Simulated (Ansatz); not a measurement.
Computed with DFT, PBE, plane waves (420 eV) with PAW, scalar-relativistic in Ansatz 0.2.0.

An element in the dhcp structure gives this curve. The cell is scaled uniformly from the relaxed one, with fractional coordinates and shape fixed. Energies are extrapolated to zero smearing, pressures are those at the given smearing. Magnetic state: spin not included.

| V (Å³/atom) | E − E₀ (meV/atom) | P (GPa) |
| --- | --- | --- |
| 28.100 | 69.0 | 6.77 |
| 29.377 | 27.5 | 3.94 |
| 30.654 | 5.9 | 1.72 |
| 31.932 | 0.0 | -0.03 |
| 33.209 | 6.5 | -1.42 |
| 34.486 | 22.8 | -2.52 |
| 35.764 | 46.8 | -3.39 |

Problem. Which element is it?
A. indium
B. ytterbium
C. lead
D. lutetium

Solution. C. Its fit is V₀ = 31.85 Å³/atom, B₀ = 39 GPa, B₀′ = 4.9.
